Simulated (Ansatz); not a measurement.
HgTe: single point with PBE

Crystal: HgTe.

```xyz
2
Lattice="0.0000 3.1800 3.1800 3.1800 0.0000 3.1800 3.1800 3.1800 0.0000" Properties=species:S:1:pos:R:3 pbc="T T T"
Hg    0.0000    0.0000    0.0000
Te    3.1800    3.1800    3.1800
```

Measurements of this composition are mostly on another form, of space group No. 216.

* Program: Ansatz 0.2.0
* Task: single point
* Functional: PBE
* Potentials or basis: SPMS NC
* Cutoff: 680 eV (not typed: the program's choice for these potentials)
* k mesh: 7 × 7 × 7
* Occupations: fermi-dirac, width 0.05 eV
* Spin: no spin polarisation

The pressure is -3.8 GPa and the band gap on the k mesh is none (metal or under the smearing width).

Levels at points of the mesh, in eV from the Fermi level:
```
           k point  band 16  band 17  band 18  band 19  band 20  band 21
(0.00, 0.00, 0.00)    -1.41    -0.57    -0.57    -0.57     7.48     7.48
```

Run time: 2.9 s on 1 thread of Arm Neoverse V1 (shared host), peak memory 0.32 GiB.

The run has no spin-orbit coupling, so splittings on Hg, Te are missing.
